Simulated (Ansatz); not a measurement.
## Moving the dispersion correction in Ag

The cell as given:

```
Ag
1.0
    -1.65565    1.65565    1.65565
     1.65565   -1.65565    1.65565
     1.65565    1.65565   -1.65565
Ag
1
Direct
  0.00000 0.00000 0.00000
```

This isn't the form of Ag at room conditions, which is fcc.

Kept alike: task relaxation of cell and atoms; functional PBEsol; k mesh 11 × 11 × 11; occupations fermi-dirac, width 0.05 eV; no spin polarisation. Program: Ansatz, all-electron LAPW, scalar-relativistic. The mesh is that of the run's cell of 1 atom. No spin-orbit coupling.

| dispersion correction | volume (Å³/atom) |
| --- | --- |
| D3(BJ) | 16.042 |
| D4 | 16.368 |
| none | 16.786 |

The relaxations keep at least the cell's symmetry (Im-3m). For a metal such a mesh leaves the last digits unconverged. Relaxations stop with a little pressure left, so the last digits of a volume or edge aren't settled.

What does the dispersion correction change here?

The volume runs from 16.042 (D3(BJ)) to 16.786 Å³/atom (none). Against no correction: D3(BJ) -4.4 %; D4 -2.5 %. Dispersion terms mostly attract and so lower the volume; the schemes' coefficients and damping set how far.
